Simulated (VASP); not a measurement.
The system is FeO (Wuestite).

```
CELL_PARAMETERS angstrom
1.51882 0.87689 2.51958
-1.51882 0.87689 2.51958
0.00000 -1.75378 2.51958
ATOMIC_POSITIONS crystal
Fe 0.00000 0.00000 0.00000
O 0.50000 0.50000 0.50000
```

* Program: VASP 6.6.1
* Task: single point
* Functional: PBEsol
* Potentials or basis: VASP PAW PBE potentials, release 64 (Fe, O)
* Cutoff: 520 eV
* k mesh: 11 × 11 × 11
* Occupations: fermi-dirac, width 0.05 eV
* Spin: collinear spin, ferromagnetic start
* Starting moments: [3.0, 0.0] μB

On this cell: pressure -9.2 GPa; largest force under 0.003 eV/Å; net moment 4.00 μB per cell; site moments Fe +3.61; O +0.30 μB; band gap on the k mesh none (metal or under the smearing width).

The same run follows on a disturbed copy (atoms moved at random, drawn with an rms of 0.05 Å):

```xyz
2
Lattice="1.5188 0.8769 2.5196 -1.5188 0.8769 2.5196 0.0000 -1.7538 2.5196" Properties=species:S:1:pos:R:3 pbc="T T T"
Fe    0.0044    0.0002    0.0152
O    -0.0560    0.0328    3.7337
```

**Question.** What does the disturbed cell give?

**Answer.** The energy (extrapolated to zero smearing) moves by +5.1 meV/atom; pressure -8.5 GPa; largest force 0.239 eV/Å; net moment 4.00 μB per cell; site moments Fe +3.61; O +0.30 μB; band gap on the k mesh none (metal or under the smearing width).

Forces on the atoms (eV/Å):
```
Fe  -0.154  0.084 -0.162
O    0.154 -0.084  0.162
```

Stress tensor (GPa, compression positive):
```
-7.73 -0.66  0.89
-0.66 -8.47 -0.51
 0.89 -0.51 -9.20
```

Caveats: the PAW data sets were made with another functional, which shifts forces and pressure a little; a cell with one magnetic atom can't hold antiferromagnetic order, which such compounds often take; semilocal functionals often make such compounds metallic where correlation or magnetic order opens a gap, which also shifts bond lengths.
